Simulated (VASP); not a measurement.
Input and output of a VASP PBE0 single-point calculation on ZnSe (zincblende)

INCAR, step 1 (PBE orbitals to start from)

```
LASPH = .TRUE.
SIGMA = 0.01
LWAVE = .TRUE.
NBANDS = 16
EDIFF = 1E-5
LREAL = .FALSE.
PREC = Accurate
NELM = 120
ENCUT = 520
GGA = PE
ISMEAR = 0
LCHARG = .FALSE.
```

INCAR, step 2

```
HFRCUT = -1
NSW = 0
PRECFOCK = Fast
LCHARG = .FALSE.
IBRION = -1
ISMEAR = 0
LHFCALC = .TRUE.
ISIF = 2
SIGMA = 0.01
LASPH = .TRUE.
ENCUT = 520
PREC = Accurate
ISTART = 1
LREAL = .FALSE.
GGA = PE
LWAVE = .FALSE.
EDIFF = 1E-7
AEXX = 0.25
NBANDS = 16
NELM = 120
ALGO = Normal
```

KPOINTS

```
KPOINTS created by Atomic Simulation Environment
0
Gamma
6 6 6
0 0 0
```

KPOINTS_OPT

```
special points
6
Reciprocal
0.0000000000 0.0000000000 0.0000000000 1
0.5000000000 0.0000000000 0.5000000000 1
0.5000000000 0.2500000000 0.7500000000 1
0.3750000000 0.3750000000 0.7500000000 1
0.5000000000 0.5000000000 0.5000000000 1
0.6250000000 0.2500000000 0.6250000000 1
```

POSCAR

```
Zn Se
 1.0000000000000000
     0.0000000000000000    2.8324206797113822    2.8324206797113822
     2.8324206797113822    0.0000000000000000    2.8324206797113822
     2.8324206797113822    2.8324206797113822    0.0000000000000000
 Zn  Se
   1   1
Cartesian
  0.0000000000000000 -0.0000000000000000  0.0000000000000000
  1.4162103398556911  1.4162103398556911  1.4162103398556911
```

VASP ran with the recommended PBE PAW datasets (18 valence electrons in the cell).

Command

```
mpirun -np 1 vasp_std
```

OSZICAR

```
N       E                     dE             d eps       ncg     rms          rms(c)
DAV:   1    -0.797436996913E+01   -0.79744E+01   -0.57148E-01   680   0.218E+01    0.198E+00
DAV:   2    -0.796232356397E+01    0.12046E-01   -0.15661E-01   640   0.722E+00    0.108E+00
DAV:   3    -0.796253354266E+01   -0.20998E-03   -0.17446E-02   696   0.204E+00    0.669E-01
DAV:   4    -0.796223611982E+01    0.29742E-03   -0.14543E-03   608   0.419E-01    0.391E-01
DAV:   5    -0.796210497888E+01    0.13114E-03   -0.20157E-04   688   0.158E-01    0.224E-01
DAV:   6    -0.796207764047E+01    0.27338E-04   -0.50296E-05   632   0.576E-02    0.125E-01
DAV:   7    -0.796206568638E+01    0.11954E-04   -0.58530E-06   632   0.265E-02    0.696E-02
DAV:   8    -0.796206082171E+01    0.48647E-05   -0.17628E-06   592   0.109E-02    0.373E-02
DAV:   9    -0.796205906372E+01    0.17580E-05   -0.67978E-07   616   0.553E-03    0.196E-02
DAV:  10    -0.796205840797E+01    0.65575E-06   -0.21957E-07   608   0.344E-03    0.103E-02
DAV:  11    -0.796205813874E+01    0.26923E-06   -0.68824E-08   432   0.211E-03    0.549E-03
DAV:  12    -0.796205801833E+01    0.12041E-06   -0.30395E-08   328   0.144E-03    0.290E-03
DAV:  13    -0.796205795626E+01    0.62069E-07   -0.10747E-08   304   0.881E-04
   1 F= -.79620580E+01 E0= -.79620580E+01  d E =-.171834E-14
       N       E                     dE             ncg
DAV:   1     0.504069764434E+03   -0.32556E+04      192
DAV:   2    -0.117777268833E+03   -0.62185E+03      216
DAV:   3    -0.156886436093E+03   -0.39109E+02      232
DAV:   4    -0.157424223113E+03   -0.53779E+00      256
DAV:   5    -0.157427922146E+03   -0.36990E-02      256
DAV:   6    -0.157427948882E+03   -0.26735E-04      248
DAV:   7    -0.157427949195E+03   -0.31358E-06      248
DAV:   8    -0.157427949200E+03   -0.51022E-08      184
```

From OUTCAR

```
k-points           NKPTS =     16   k-points in BZ     NKDIM =    216   number of bands    NBANDS=     16

   NELECT =      18.0000    total number of electrons

   dimension x,y,z NGX =    30 NGY =   30 NGZ =   30
   dimension x,y,z NGXF=    60 NGYF=   60 NGZF=   60

  energy-cutoff  :      520.00
  volume of cell :       45.45
      direct lattice vectors                 reciprocal lattice vectors
     0.000000000  2.832420680  2.832420680    -0.176527450  0.176527450  0.176527450
     2.832420680  0.000000000  2.832420680     0.176527450 -0.176527450  0.176527450
     2.832420680  2.832420680  0.000000000     0.176527450  0.176527450 -0.176527450

 k-points in reciprocal lattice and weights: KPOINTS created by Atomic Simulation Env
   0.00000000  0.00000000  0.00000000       0.005
   0.16666667  0.00000000  0.00000000       0.037
   0.33333333  0.00000000  0.00000000       0.037
   0.50000000  0.00000000  0.00000000       0.019
   0.16666667  0.16666667  0.00000000       0.028
   0.33333333  0.16666667  0.00000000       0.111
   0.50000000  0.16666667  0.00000000       0.111
  -0.33333333  0.16666667  0.00000000       0.111
   ...

 E-fermi :   0.6742

 k-point     1 :       0.0000    0.0000    0.0000
  band No.  band energies     occupation
      1     -13.8464      2.00000
      2      -7.6294      2.00000
      3      -7.6294      2.00000
      4      -7.6294      2.00000
      5      -7.2983      2.00000
      6      -7.2983      2.00000
      7       0.6246      2.00000
      8       0.6246      2.00000
      9       0.6246      2.00000
     10       3.6683      0.00000
     11       8.2739      0.00000
     12       8.2739      0.00000
     13       8.2739      0.00000
     14      12.6149      0.00000
     15      14.0687      0.00000
     16      14.0687      0.00000

 k-point     2 :       0.1667    0.0000    0.0000
  band No.  band energies     occupation
      1     -13.6533      2.00000
      2      -7.6052      2.00000
      3      -7.6052      2.00000
      4      -7.5905      2.00000
      5      -7.3002      2.00000
      6      -7.3002      2.00000
      7      -1.3598      2.00000
      8       0.3540      2.00000
      9       0.3540      2.00000
     10       4.9410      0.00000
     11       8.3296      0.00000
     12       8.7064      0.00000
     13       8.7064      0.00000
     14      12.9817      0.00000
     15      12.9817      0.00000
     16      13.6433      0.00000

 k-point     3 :       0.3333    0.0000    0.0000
  band No.  band energies     occupation
      1     -13.2245      2.00000
      2      -7.5640      2.00000
      3      -7.5640      2.00000
      4      -7.3911      2.00000
      5      -7.2941      2.00000
      6      -7.2941      2.00000
      7      -3.8210      2.00000
      8      -0.1073      2.00000
      9      -0.1073      2.00000
     10       5.0978      0.00000
     11       8.9589      0.00000
     12       8.9589      0.00000
     13      10.1367      0.00000
     14      12.9570      0.00000
     15      13.6550      0.00000
     16      13.6550      0.00000

 k-point     4 :       0.5000    0.0000    0.0000
  band No.  band energies     occupation
      1     -12.9790      2.00000
      2      -7.5487      2.00000
      3      -7.5487      2.00000
      4      -7.2847      2.00000
      5      -7.2847      2.00000
      6      -7.1130      2.00000
      7      -5.0081      2.00000
      8      -0.3105      2.00000
      9      -0.3105      2.00000
     10       4.9446      0.00000
     11       8.8287      0.00000
     12       8.8287      0.00000
     13      11.0653      0.00000
     14      13.6732      0.00000
     15      15.8828      0.00000
     16      15.8828      0.00000

 k-point     5 :       0.1667    0.1667    0.0000
  band No.  band energies     occupation
      1     -13.5890      2.00000
      2      -7.6098      2.00000
      3      -7.5815      2.00000
      4      -7.5815      2.00000
      5      -7.3141      2.00000
      6      -7.2880      2.00000
      7      -1.2872      2.00000
      8      -0.1152      2.00000
      9      -0.1152      2.00000
     10       5.6909      0.00000
     11       7.0590      0.00000
     12       9.4726      0.00000
     13       9.4726      0.00000
     14      11.2107      0.00000
     15      14.4843      0.00000
     16      14.8045      0.00000

 k-point     6 :       0.3333    0.1667    0.0000
  band No.  band energies     occupation
      1     -13.2344      2.00000
      2      -7.5644      2.00000
      3      -7.5336      2.00000
      4      -7.4734      2.00000
      5      -7.3023      2.00000
      6      -7.2797      2.00000
      7      -3.1395      2.00000
      8      -0.7270      2.00000
      9      -0.6279      2.00000
     10       6.1918      0.00000
     11       7.4792      0.00000
     12       9.3967      0.00000
     13      10.1529      0.00000
     14      12.3176      0.00000
     15      14.8675      0.00000
     16      15.1884      0.00000

 k-point     7 :       0.5000    0.1667    0.0000
  band No.  band energies     occupation
      1     -12.9132      2.00000
      2      -7.5385      2.00000
      3      -7.5131      2.00000
      4      -7.3315      2.00000
      5      -7.2812      2.00000
      6      -7.1120      2.00000
      7      -4.6473      2.00000
      8      -1.4005      2.00000
      9      -0.7244      2.00000
     10       6.0688      0.00000
     11       8.1726      0.00000
     12       9.8429      0.00000
     13      10.5654      0.00000
     14      13.6333      0.00000
     15      15.4867      0.00000
     16      15.9231      0.00000

 k-point     8 :      -0.3333    0.1667    0.0000
  band No.  band energies     occupation
      1     -12.9955      2.00000
      2      -7.5373      2.00000
      3      -7.5304      2.00000
      4      -7.3225      2.00000
      5      -7.3033      2.00000
      6      -7.1968      2.00000
      7      -4.2707      2.00000
      8      -1.5976      2.00000
      9      -0.3429      2.00000
     10       6.2373      0.00000
     11       8.4131      0.00000
     12       9.5275      0.00000
     13      10.2738      0.00000
     14      13.0544      0.00000
     15      14.3986      0.00000
     16      15.8611      0.00000

 k-point     9 :      -0.1667    0.1667    0.0000
  band No.  band energies     occupation
      1     -13.3776      2.00000
      2      -7.5763      2.00000
      3      -7.5630      2.00000
      4      -7.5108      2.00000
      5      -7.3124      2.00000
      6      -7.2841      2.00000
      7      -2.6092      2.00000
      8      -0.9224      2.00000
      9       0.2150      2.00000
     10       6.0845      0.00000
     11       8.1781      0.00000
     12       9.0500      0.00000
     13       9.2249      0.00000
     14      11.9018      0.00000
     15      13.8766      0.00000
     16      15.4251      0.00000

 k-point    10 :       0.3333    0.3333    0.0000
  band No.  band energies     occupation
      1     -13.0154      2.00000
      2      -7.5313      2.00000
      3      -7.4711      2.00000
      4      -7.4711      2.00000
      5      -7.2710      2.00000
      6      -7.2669      2.00000
      7      -3.5133      2.00000
      8      -1.2538      2.00000
      9      -1.2538      2.00000
     10       5.6719      0.00000
     11       6.3108      0.00000
     12      11.5349      0.00000
     13      12.0179      0.00000
     14      12.0179      0.00000
     15      15.6482      0.00000
     16      18.1000      0.00000

 k-point    11 :       0.5000    0.3333    0.0000
  band No.  band energies     occupation
      1     -12.7687      2.00000
      2      -7.5120      2.00000
      3      -7.4411      2.00000
      4      -7.4028      2.00000
      5      -7.2684      2.00000
      6      -7.0901      2.00000
      7      -4.3257      2.00000
      8      -2.1545      2.00000
      9      -1.4238      2.00000
     10       5.7304      0.00000
     11       7.0282      0.00000
     12      11.2191      0.00000
     13      12.2445      0.00000
     14      13.9113      0.00000
     15      16.2714      0.00000
     16      17.1667      0.00000

 k-point    12 :      -0.3333    0.3333    0.0000
  band No.  band energies     occupation
      1     -12.7628      2.00000
      2      -7.5177      2.00000
      3      -7.4677      2.00000
      4      -7.3402      2.00000
      5      -7.2928      2.00000
      6      -7.0129      2.00000
      7      -4.3799      2.00000
      8      -2.8215      2.00000
      9      -1.0178      2.00000
     10       6.1852      0.00000
     11       8.9231      0.00000
     12      10.9331      0.00000
     13      11.1681      0.00000
     14      12.1035      0.00000
     15      13.7533      0.00000
     16      18.3857      0.00000

 ...

  Total        0.3060760      0.3060760      0.3060760      0.0000000      0.0000000     -0.0000000
  in kB       10.7903771     10.7903771     10.7903771      0.0000000      0.0000000     -0.0000000
  external PRESSURE =      10.7903771 kB  Pullay stress =       0.0000000 kB

 POSITION                                       TOTAL-FORCE (eV/Angst)
 -----------------------------------------------------------------------------------
      0.00000      0.00000      0.00000         0.000000      0.000000      0.000000
      1.41621      1.41621      1.41621        -0.000000     -0.000000     -0.000000
 -----------------------------------------------------------------------------------
    total drift:                                0.000023      0.000023      0.000015

  FREE ENERGIE OF THE ION-ELECTRON SYSTEM (eV)
  ---------------------------------------------------
  free  energy   TOTEN  =        -7.9620579563 eV

  energy  without entropy=       -7.9620579563  energy(sigma->0) =       -7.96205796
```

| Property | Result |
| --- | --- |
| gap between bands v and c | 3.04 eV |
| least direct gap | 3.04 eV |
| pressure | 1.1 GPa |

Band v is the last that the valence electrons fill when counted band by band, and c is the next.

The run (its last step) took about 60 min on one core of a shared host (Intel Xeon Platinum 8488C) and held 0.23 GiB at most.
